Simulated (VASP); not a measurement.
# EuO (Fm-3m) in VASP: a series of runs, part 3 of 3

VASP 6.6.1. The steps go on from the part before.

## 5. Relaxation of cell and atoms, RPBE, collinear spin, ferromagnetic start

This run uses another cell than the first one, of 17.01 Å³/atom.

File INCAR:

```
PREC     = Accurate       # precision mode
ENCUT    = 600            # plane-wave cutoff, eV
EDIFF    = 1E-7           # SCF threshold, eV
ISMEAR   = -1             # smearing method
SIGMA    = 0.1            # smearing width, eV
LREAL    = F              # projectors in reciprocal space
LASPH    = T              # aspherical terms in the spheres
NELM     = 200            # most SCF steps
ALGO     = Normal         # electronic algorithm
ISIF     = 3              # what is computed and relaxed
LWAVE    = F              # write WAVECAR
LCHARG   = F              # write CHGCAR
ISPIN    = 2              # spin polarisation
MAGMOM   = 9.1 0          # initial moments
LORBIT   = 11             # projections on sites
LMAXMIX  = 6              # l up to which the mixer works
GGA      = RP             # functional
IBRION   = 2              # ionic algorithm
NSW      = 80             # ionic steps
EDIFFG   = -0.01          # ionic threshold
GGA_COMPAT= F            
NELMIN   = 4
```

File KPOINTS:

```
regular mesh
0
Gamma
  8 8 8
```

File POSCAR:

```
EuO
1.0
    3.6372870000      0.0000000000      0.0000000000
    1.8186435000      3.1499829429      0.0000000000
    1.8186435000      1.0499943143      2.9698323994
Eu O
1 1
Direct
    0.0000000000      0.0000000000      0.0000000000
    0.5000000000      0.5000000000      0.5000000000
```

Potentials or basis: VASP PAW PBE potentials, release 64 (Eu, O).

The run is started by

```bash
$ cat potpaw_PBE.64/Eu/POTCAR potpaw_PBE.64/O/POTCAR > POTCAR
$ mpirun -np 1 vasp_std > vasp.out
```

OUTCAR:

```text
PREC = Accurate
   ENCUT = 600
   EDIFF = 1E-7
   ISMEAR = -1
   LREAL = F
   LASPH = T
   NELM = 200
   ISIF = 3
   ISPIN = 2
   LORBIT = 11
   GGA = RP
   IBRION = 2
   NSW = 80
   EDIFFG = -0.01
   NELMIN = 4

 ion  position               nearest neighbor table
   1  0.000  0.000  0.000-   2 2.57   2 2.57   2 2.57   2 2.57   2 2.57   2 2.57
   2  0.500  0.500  0.500-   1 2.57   1 2.57   1 2.57   1 2.57   1 2.57   1 2.57

  LATTYP: Found a face centered cubic cell.
 ALAT       =     5.1439006057

  Lattice vectors:

 A1 = (   3.6372870000,   0.0000000000,   0.0000000000)
 A2 = (   1.8186435000,   3.1499829429,   0.0000000000)
 A3 = (   1.8186435000,   1.0499943143,   2.9698323994)

Analysis of symmetry for initial positions (statically):
=====================================================================
 Subroutine PRICEL returns:
 Original cell was already a primitive cell.

 Routine SETGRP: Setting up the symmetry group for a
 face centered cubic supercell.

 Subroutine GETGRP returns: Found 48 space group operations
 (whereof 48 operations were pure point group operations)
 out of a pool of 48 trial point group operations.

The static configuration has the point symmetry O_h .

Analysis of symmetry for dynamics (positions and initial velocities):
=====================================================================
 Subroutine PRICEL returns:
 Original cell was already a primitive cell.

 Routine SETGRP: Setting up the symmetry group for a
 face centered cubic supercell.

 Subroutine GETGRP returns: Found 48 space group operations
 (whereof 48 operations were pure point group operations)
 out of a pool of 48 trial point group operations.

The dynamic configuration has the point symmetry O_h .

Analysis of structural, dynamic, and magnetic symmetry:
=====================================================================
 Subroutine PRICEL returns:
[... 141 lines left out ...]
 spin polarized calculation
  energy-cutoff  :      600.00
  volume of cell :       34.03
 maximum number of plane-waves:      1158
 NGX is ok and might be reduce to    30
   NGX = 15   NGY = 15   NGZ = 15

--------------------------------------- Ionic step        1  -------------------------------------------

 number of electron      22.9999999 magnetization       6.9767780

 Free energy of the ion-electron system (eV)
  ---------------------------------------------------
  ext. energy  EPLUGINS =         0.00000000
  ---------------------------------------------------
  free energy    TOTEN  =       -21.35912613 eV

  energy without entropy =      -21.31089982  energy(sigma->0) =      -21.33501297

------------------------ aborting loop because EDIFF is reached ----------------------------------------

  FORCE on cell =-STRESS in cart. coord.  units (eV):
  Direction    XX          YY          ZZ          XY          YZ          ZX
  --------------------------------------------------------------------------------------
  -------------------------------------------------------------------------------------
  Total       -0.1939198     -0.1939198     -0.1939198      0.0000000     -0.0000000     -0.0000000
  in kB       -9.1309288     -9.1309288     -9.1309288      0.0000000     -0.0000000     -0.0000000
  external PRESSURE =      -9.1309288 kB  Pullay stress =       0.0000000 kB
[... 59 lines left out ...]
--------------------------------------- Ionic step        3  -------------------------------------------

 number of electron      23.0000000 magnetization       6.9731911

 Free energy of the ion-electron system (eV)
  ---------------------------------------------------
  ext. energy  EPLUGINS =         0.00000000
  ---------------------------------------------------
  free energy    TOTEN  =       -21.36025431 eV

  energy without entropy =      -21.31173455  energy(sigma->0) =      -21.33599443

 E-fermi :   5.0504     XC(G=0): -10.7052

 val. band max:        4.9820044858   @ k =   0.5000   0.3750  -0.0000
 cond. band min:       5.1057796928   @ k =   0.3750   0.3750  -0.0000
 fundamental gap:      0.1237752070
 Fermi energy:         5.0504483704

 spin component 1

 k-point     1 :       0.0000    0.0000    0.0000
  band No.  band energies     occupation
      1     -36.6730      1.00000
      2     -15.0513      1.00000
      3     -15.0513      1.00000
      4     -15.0513      1.00000
      5     -13.9276      1.00000
      6       1.0426      1.00000
[... 541 lines left out ...]
     19      10.0323      0.00000
     20      12.2844      0.00000

 [... further k-points ...]

 spin component 2

 k-point     1 :       0.0000    0.0000    0.0000
  band No.  band energies     occupation
      1     -33.5581      1.00000
      2     -14.0271      1.00000
      3     -12.7377      1.00000
      4     -12.7377      1.00000
      5     -12.7377      1.00000
      6       1.0983      1.00000
[... 572 lines left out ...]
  FREE ENERGIE OF THE ION-ELECTRON SYSTEM (eV)
  ---------------------------------------------------
  free  energy   TOTEN  =       -21.3602543107 eV

  energy  without entropy=      -21.3117345453  energy(sigma->0) =      -21.33599443

 reached required accuracy - stopping structural energy minimisation

 total charge

# of ion       s       p       d       f       tot
--------------------------------------------------
    1        2.033   5.787   0.397   6.615  14.832
    2        1.556   3.408   0.000   0.000   4.965
--------------------------------------------------
tot          3.590   9.195   0.397   6.615  19.797

 magnetization (x)

# of ion       s       p       d       f       tot
--------------------------------------------------
    1       -0.013  -0.110   0.149   6.562   6.588
    2       -0.004  -0.102   0.000   0.000  -0.106
--------------------------------------------------
tot         -0.017  -0.212   0.149   6.562   6.482
```

OSZICAR:

```text
N       E                     dE             d eps       ncg     rms          rms(c)
DAV:   1     0.163311850655E+03    0.16331E+03   -0.10088E+04  2992   0.608E+03
[... 39 lines left out ...]
DAV:   6    -0.213602573040E+02    0.31715E-06   -0.21673E-06  3984   0.118E-02    0.152E-01
DAV:   7    -0.213602569224E+02    0.38160E-06   -0.54401E-06  3876   0.151E-02    0.129E-01
DAV:   8    -0.213602560200E+02    0.90239E-06   -0.18122E-05  4240   0.423E-02    0.933E-02
DAV:   9    -0.213602545424E+02    0.14776E-05   -0.20880E-05  3756   0.372E-02    0.661E-02
DAV:  10    -0.213602548882E+02   -0.34584E-06   -0.40642E-06  4120   0.148E-02    0.474E-02
DAV:  11    -0.213602543509E+02    0.53734E-06   -0.25882E-06  4228   0.141E-02    0.223E-02
DAV:  12    -0.213602543107E+02    0.40174E-07   -0.14761E-07  2412   0.512E-03
   3 F= -.21360254E+02 E0= -.21335994E+02  d E =-.112818E-02  mag=     6.9732
```

It took 2 min on 1 thread of Intel Xeon 6975P-C (Granite Rapids), shared host; peak memory 0.23 GiB.

What came out:

```yaml
Free_energy: -21.3603 eV
Relaxed_volume: 16.82 Å³/atom
Relaxed_cell: a = 3.623 Å, b = 3.623 Å, c = 3.623 Å, α = 60.00°, β = 60.00°, γ = 60.00°
Space_group_after_relaxing_to_0.1_Å: Fm-3m (No. 225)
Energy_gained_by_relaxing: 0.6 meV/atom
Ionic_steps: 3
Pressure_after_relaxing: 0.0 GPa
Band_gap_on_the_k_mesh: zero (filled and empty bands overlap)
Net_moment: 6.97 μB per cell
Site_moments: Eu +6.59; O -0.11 μB
Valence_electrons_inside_the_program's_atomic_spheres: Eu 14.83; O 4.96
```

Step by step:
| step | energy change (eV) | largest force (eV/Å) | pressure (GPa) | volume (Å³) |
| --- | --- | --- | --- | --- |
| 1 | 0.0000 | 0.0000 | -0.91 | 34.03 |
| 2 | -0.0011 | 0.0000 | 0.22 | 33.55 |
| 3 | -0.0011 | 0.0000 | 0.03 | 33.64 |

Final structure:
```
Eu O
1.0
     3.62346    0.00000    0.00000
     1.81173    3.13801    0.00000
     1.81173    1.04600    2.95854
Eu O
1 1
Direct
  0.00000 0.00000 0.00000
  0.50000 0.50000 0.50000
```

Caveat: the PAW data sets were made with another functional, which shifts forces and pressure a little; spin-orbit coupling is left out, which moves the levels of the heavy elements; a cell with one magnetic atom can't hold antiferromagnetic order, which such compounds often take; semilocal functionals describe open f shells poorly, which spoils levels, moments and volumes.

## 6. Summary

| task | level | cell | gap on the mesh (eV) | pressure (GPa) | moment (μB) |
| --- | --- | --- | --- | --- | --- |
| single point | LDA | a = 3.467 Å, angles 60.0°, 2 atoms | none | 0.1 | 6.78 |
| single point | PBE+D4 | a = 3.546 Å, angles 60.0°, 2 atoms | none | -0.3 | 6.90 |
| single point | RPBE | a = 3.629 Å, angles 60.0°, 2 atoms | none | -0.3 | 6.97 |
| relaxation of cell and atoms | RPBE | relaxed from a = 3.637 Å, angles 60.0°, 2 atoms | none | 0.0 | 6.97 |

Alike in all rows: potentials or basis VASP PAW PBE potentials, release 64 (Eu, O); spin collinear, ferromagnetic start; k mesh 8 × 8 × 8; cutoff (eV) 600; smearing fermi-dirac 0.1 eV.

Caveats: spin-orbit coupling is left out, which moves the levels of the heavy elements; a cell with one magnetic atom can't hold antiferromagnetic order, which such compounds often take; semilocal functionals describe open f shells poorly, which spoils levels, moments and volumes; the PAW data sets were made with another functional, which shifts forces and pressure a little (at least some runs).

Absolute energies hang on the potentials; compare differences alone.

## 7. Comparison with measurements

Step 2. Measured gap of EuO: 1.115 eV (optical; 300 K; a printed reference work, monograph). This calculation gives 0.00 eV (-1.11 eV). So large a miss can be the level of theory's own, or it may mean another phase, state or a wrong row. Spin-orbit coupling on Eu is left out. The value is that of LDA on a finite k mesh, which can miss the band edges, without temperature or zero-point motion. Semilocal functionals fall short of measured gaps as a rule. The run's magnetic order (collinear spin, ferromagnetic start) needn't be the measured crystal's.

Step 3. Against the measured gap of EuO, 1.115 eV (optical; 300 K; a printed reference work, monograph), the calculated 0.00 eV is off by -1.11 eV. So large a miss can be the level of theory's own, or it may mean another phase, state or a wrong row. Spin-orbit coupling on Eu is left out. The value is that of PBE+D4 on a finite k mesh, which can miss the band edges, without temperature or zero-point motion. Semilocal functionals fall short of measured gaps as a rule. The run's magnetic order (collinear spin, ferromagnetic start) needn't be the measured crystal's.

Step 4. A measured gap of EuO is 1.115 eV (optical; 300 K; a printed reference work, monograph); the calculated 0.00 eV misses it by -1.11 eV. So large a miss can be the level of theory's own, or it may mean another phase, state or a wrong row. Spin-orbit coupling on Eu is left out. The value is that of RPBE on a finite k mesh, which can miss the band edges, without temperature or zero-point motion. Semilocal functionals fall short of measured gaps as a rule. The run's magnetic order (collinear spin, ferromagnetic start) needn't be the measured crystal's.

The gap in the log of VASP goes by the Fermi energy; the results here count the filled bands.